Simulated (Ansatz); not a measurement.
The system is Hf.

```xyz
2
Lattice="3.1967 0.0000 0.0000 -1.5983 2.7684 0.0000 0.0000 0.0000 5.0578" Properties=species:S:1:pos:R:3 pbc="T T T"
Hf    1.5984    0.9228    3.7934
Hf    0.0000    1.8456    1.2645
```

Program: Ansatz 0.2.0. Alike in all runs: task band structure; potentials or basis Ansatz PAW; no spin polarisation; cell as given; k mesh 10 × 10 × 5; smearing fermi-dirac 0.05 eV.

**Question.** Order these runs on this cell by their pressure, lowest first.
A. level r2SCAN; cutoff (eV) 500
B. level LDA; cutoff (eV) 420
C. level revPBE; cutoff (eV) 420
D. level PBEsol; cutoff (eV) 420

**Answer.** B (-7.8 GPa), D (-3.9 GPa), A (-0.3 GPa), C (2.7 GPa).

Caveats: the PAW data sets come from PBE, with cores solved anew for the run's functional, which leaves a small shift of forces and pressure.

Runs at the PBE level aren't shown here.
